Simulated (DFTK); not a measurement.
Si:

```
Si
1.0
     0.00000    2.72185    2.72185
     2.72185    0.00000    2.72185
     2.72185    2.72185    0.00000
Si
2
Direct
  0.50000 0.50000 0.50000
  0.75000 0.75000 0.75000
```

Base run:

```yaml
Program: DFTK 0.8.2
Functional: PBE
Potentials_or_basis: dojo.nc.sr.pbe.v0_4_1.standard.upf (PBE)
Cutoff: 653 eV
k_mesh: 8 × 8 × 8
Occupations: fermi-dirac, width 0.05 eV
Spin: no spin polarisation
```

Its results: band gap on the k mesh 0.62 eV, indirect (least direct gap 2.55 eV); pressure 1.3 GPa.

The run is repeated on the same cell with these changes: functional from PBE to LDA; potentials or basis from dojo.nc.sr.pbe.v0_4_1.standard.upf (PBE) to cp2k.nc.sr.lda.v0_1.largecore.gth (LDA, GTH); cutoff from 653 eV to 599 eV. What comes out?

Band gap on the k mesh 0.55 eV, indirect (least direct gap 2.55 eV); pressure -3.1 GPa.

Caveats: GTH potentials come without recommended cutoffs, and this one wasn't checked for convergence (some runs).

A k mesh can miss the band edges.

Not every run made on this cell is shown here.
